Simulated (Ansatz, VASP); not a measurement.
Given: the input of a run of Ansatz 0.2.0 on AlNi3.

The input input.yaml:

```yaml
crystal:
  lattice:
    - [0.0, 2.783083566, 2.783083566]
    - [2.783083566, 0.0, 2.783083566]
    - [2.783083566, 2.783083566, 0.0]
  atoms:
    - { symbol: Ni, position: [0.75, 0.75, 0.75], spin: 1.0 }
    - { symbol: Ni, position: [0.0, 0.0, 0.0], spin: 1.0 }
    - { symbol: Ni, position: [0.25, 0.25, 0.25], spin: 1.0 }
    - { symbol: Al, position: [0.5, 0.5, 0.5] }
hamiltonian:
  xc: pbesol
  pseudopotentials: { kind: paw }
magnetization:
  spin_polarized: true
kpoints:
  mp_grid: { grid: [8, 8, 8] }
scf:
  occupations: { method: fermi_dirac, width: 0.05 }
output:
  forces: true
  stress: true
  eigenvalues: true
```

Potentials or basis: Ansatz PAW.

Command:

```sh
$ ansatz run input.yaml --threads 1 --pin off --max-ram 3584MiB --backend cpu --events-out ev --progress --plain --runs-dir out
```

Task: Translate it to VASP 6.6.1. Potentials there: VASP PAW PBE potentials, release 64 (Ni, Al).

Result: As run (the cutoff follows the program's own potentials):

The input INCAR:

```
SYSTEM = AlNi3
ALGO     = Normal         ! electronic algorithm
EDIFF    = 1E-7           ! SCF threshold, eV
ENCUT    = 520            ! plane-wave cutoff, eV
GGA      = PS             ! functional
ISIF     = 2              ! what is computed and relaxed
ISMEAR   = -1             ! smearing method
ISPIN    = 2              ! spin polarisation
LASPH    = .TRUE.         ! aspherical terms in the spheres
LCHARG   = .TRUE.         ! write CHGCAR
LELF     = .TRUE.         ! ELF
LMAXMIX  = 4              ! l up to which the mixer works
LORBIT   = 11             ! projections on sites
LREAL    = .FALSE.        ! projectors in reciprocal space
LVHAR    = .TRUE.       
LWAVE    = .FALSE.        ! write WAVECAR
MAGMOM   = 1 1 1 0        ! initial moments
NBANDS   = 28             ! bands
NELM     = 150            ! most SCF steps
PREC     = Accurate       ! precision mode
SIGMA    = 0.05           ! smearing width, eV
```

KPOINTS

```
k-points
0
G
  8 8 8
  0 0 0
```

POSCAR

```
AlNi3
1.0
    0.0000000000      2.7830835660      2.7830835660
    2.7830835660      0.0000000000      2.7830835660
    2.7830835660      2.7830835660      0.0000000000
Ni Al
3 1
Direct
    0.7500000000      0.7500000000      0.7500000000
    0.0000000000      0.0000000000      0.0000000000
    0.2500000000      0.2500000000      0.2500000000
    0.5000000000      0.5000000000      0.5000000000
```

Potentials or basis: VASP PAW PBE potentials, release 64 (Ni, Al).

Launch:

```sh
$ cat potpaw_PBE.64/Ni/POTCAR potpaw_PBE.64/Al/POTCAR > POTCAR
$ mpirun -np 1 vasp_std > vasp.out
```

Both were run:

|  | VASP | Ansatz | Ansatz less VASP |
| --- | --- | --- | --- |
| gap on the k mesh at the Fermi level (eV) | none | none | - |
| pressure (GPa) | 3.5 | 3.5 | -0.05 |
| net moment per atom (μB) | 0.00 | 0.00 | 0.000 |

A gap of «none» marks a metal or a gap that the smearing closes. With one functional, cell and mesh, what is left measures potentials, basis and numerics. The two sets of potentials don't hold the same shells in valence.

Caveats: the PAW data sets were made with another functional, which shifts forces and pressure a little (VASP); the PAW data sets come from PBE, with cores solved anew for the run's functional, which leaves a small shift of forces and pressure (Ansatz); the starting moments weren't kept (Ansatz).
